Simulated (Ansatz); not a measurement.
**BaSnO3, pressure series**

Start from BaSnO₃ in the cubic perovskite structure (space group Pm-3m, No. 221; a = 4.1762 Å).

Cell and atoms are relaxed at each pressure.

Calculations: PBE, PAW, 420 eV (Ansatz, a first-principles code; scalar-relativistic without spin-orbit coupling), earlier PAW set.

```tsv
pressure (GPa)	band gap (eV)
-2	0.30
-1	0.39
0	0.48
0.9	?
2.1	0.66
4.5	0.86
9	1.20
15	1.61
```

Problem. Fit E_g = E₀ + αP + βP² to the rows shown and predict the withheld row.

Solution. Least squares on the printed values gives E₀ = 0.48 eV, α = 87.8 meV/GPa, β = -0.83 meV/GPa² (largest residual 0.00 eV); this predicts 0.56 eV, and the run gives 0.56 eV, in agreement.

Load acts through the strain it causes; cell and atoms are relaxed under it. No phonon test of stability was made. Competing high-pressure phases were not computed.
